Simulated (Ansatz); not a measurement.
input.yaml for Al2Cu (Ansatz 0.2.0)

```yaml
crystal:
  lattice:
    - [4.105182, 0.0, 0.0]
    - [0.0, 4.105182, 0.0]
    - [0.0, 0.0, 2.891313]
  atoms:
    - { symbol: Al, position: [0.5, 0.0, 0.5] }
    - { symbol: Al, position: [0.0, 0.5, 0.5] }
    - { symbol: Cu, position: [0.0, 0.0, 0.0] }
basis:
  ecutwfc: 420
kpoints:
  mp_grid: { grid: [4, 4, 6] }
hamiltonian:
  xc: pbesol
scf:
  occupations: { method: gaussian, width: 0.1 }
  max_iter: 20
output:
  forces: true
  stress: true
  eigenvalues: true
  dos: { method: smearing }
```

Command:

```bash
ansatz run input.yaml --threads 1 --pin off --max-ram 1331MiB --backend cpu --events-out ev --progress --plain --runs-dir out
```

Output, shortened (HF is the Harris–Foulkes energy, dr2 the density residual in eV):

```text
Pseudopotential: Al, paw, valence charge 3, recommended cutoff 420 eV (normal)
Pseudopotential: Cu, paw, valence charge 19, recommended cutoff 420 eV (normal)
Crystal: 3 atoms, lattice volume = 48.726 Å³
Basis set: ecut = 420 eV, 945 PW (Γ), exchange–correlation on 60×60×40 points (8 copies of the dense FFT grid, shifted against one another)
Bands: 17, of which v1, the nominal top of the filled ones, is band 13 counted from 1 (12 counted from 0)
Symmetry: 16 space group operations
Space group: P4/mmm (ITA 123), of the structure as read, at distance tolerance 3.7e-5 Å
k-points: 24 of 96
PAW frozen core: Al, regenerated for the run's functional, and the local potential with it (the file was generated under x = pbe(κ = 0.804, μ = 0.2195), c = pbe(β = 0.0667))
PAW frozen core: Cu, regenerated for the run's functional, and the local potential with it (the file was generated under x = pbe(κ = 0.804, μ = 0.2195), c = pbe(β = 0.0667))
Initial density: superposition of atomic densities, corrected by the library's trained network
SCF iter   1: HF=-7637.928168 eV  Δρ=1.43e-2  dr2=6.42e-2
SCF iter   2: HF=-7637.917390 eV  Δρ=1.71e-3  dr2=9.79e-4
SCF iter   3: HF=-7637.916710 eV  Δρ=9.99e-4  dr2=3.31e-4
SCF iter   4: HF=-7637.916669 eV  Δρ=2.23e-4  dr2=1.93e-5
SCF iter   5: HF=-7637.916694 eV  Δρ=2.69e-5  dr2=2.26e-7
SCF iter   6: F=-7637.916694 eV  HF=-7637.916694 eV  Δρ=2.31e-6  dr2=2.12e-9
SCF 1 converged in 6 iterations: F = -7637.916694 eV  dr2 = 2.12e-9
SCF converged after 6 iterations
Free energy (F): -7637.916694 eV
E sigma→0 (E₀):  -7637.915850 eV
Entropy (-TS):   -0.001688 eV (-0.563 meV/atom)
Fermi energy:    9.210420 eV
--- Forces (eV/Å), atoms counted from 1 ---
  atom   1  Al     0.00000000     0.00000000     0.00000000
  atom   2  Al     0.00000000    -0.00000000     0.00000000
  atom   3  Cu    -0.00000000    -0.00000000     0.00000000
--- Stress (GPa, compression-positive) ---
       -3.337078       0.000000       0.000000
        0.000000      -3.337078       0.000000
        0.000000       0.000000      -0.488385
  P = ⅓ Tr σ = -2.3875 GPa (-23.875 kbar)
```

These settings were drawn at random to show what each does; none of the numbers is a converged property of the crystal.